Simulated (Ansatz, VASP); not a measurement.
**Two plane-wave programs on TiSi**

```
CELL_PARAMETERS angstrom
3.68279 0.00000 0.00000
0.00000 7.57945 0.00000
0.00000 0.00000 4.03621
ATOMIC_POSITIONS crystal
Ti 0.00000 0.50000 0.05074
Ti 0.50000 0.50000 0.55069
Ti 0.50000 0.00000 0.55078
Ti 0.00000 0.00000 0.05077
Si 0.00000 0.75000 0.55074
Si 0.00000 0.25000 0.55074
Si 0.50000 0.24999 0.05077
Si 0.50000 0.75001 0.05077
```

Alike in both runs: functional PBEsol; k mesh 6 × 4 × 4; occupations gaussian, width 0.1 eV; no spin polarisation.

Ansatz relaxed the structure, and its values are those at the end. VASP's run is a single point on that final structure, the one shown.

|  | VASP | Ansatz |
| --- | --- | --- |
| version | VASP 6.6.1 | Ansatz 0.2.0 |
| potentials or method | VASP PAW PBE potentials, release 64 (Ti_sv, Si) | scalar-relativistic, plane waves, PAW |
| plane-wave cutoff (eV) | 520 | 420 |
| valence electrons in the cell | 64 | 64 |

```csv
,VASP,Ansatz,Ansatz less VASP
gap on the k mesh at the Fermi level (eV),none,none,-
pressure (GPa),0.0,0.0,+0.01
```

A gap of «none» marks a metal or a gap that the smearing closes. With one functional, cell and mesh, what is left measures potentials, basis and numerics.

Caveats: the k mesh is coarse (spacing up to 0.39 Å⁻¹), so the values aren't converged; the PAW data sets were made with another functional, which shifts forces and pressure a little (VASP).
